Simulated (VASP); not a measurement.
Input of a VASP 6.6.1 run:

The input INCAR:

```
  PREC = Accurate
  ENCUT = 520
  EDIFF = 1E-6
  ISMEAR = -1
  SIGMA = 0.05
  LREAL = False
  LASPH = True
  NELM = 100
  ALGO = Normal
  ISIF = 2
  LWAVE = False
  LCHARG = False
  GGA = RE
  LUSE_VDW = True
  AGGAC = 0.0
```

KPOINTS

```
regular mesh
0
Gamma
  16 16 4
```

The input POSCAR:

```
C
1.0
    2.4610000000      0.0000000000      0.0000000000
   -1.2305000000      2.1312885187      0.0000000000
    0.0000000000      0.0000000000      6.7080000000
C
4
Direct
    0.0000000000      0.0000000000      0.2500000000
    0.3333333333      0.6666666667      0.2500000000
    0.0000000000      0.0000000000      0.7500000000
    0.3333333333      0.6666666667      0.7500000000
```

Potentials or basis: VASP PAW PBE potentials, release 64 (C).

The run is started by

```sh
$ cat potpaw_PBE.64/C/POTCAR > POTCAR
$ mpirun -np 1 vasp_std > vasp.out
```

**Question.** Predict the band gap on the k mesh.

**Answer.** 0.12 eV.

**Question.** What does it give for the pressure?

**Answer.** 7.1 GPa.

Stress tensor (GPa, compression positive):
```
8.04 0.00 0.00
0.00 8.04 0.00
0.00 0.00 5.11
```

Caveat: the PAW data sets were made with another functional, which shifts forces and pressure a little. A k mesh can miss the band edges.
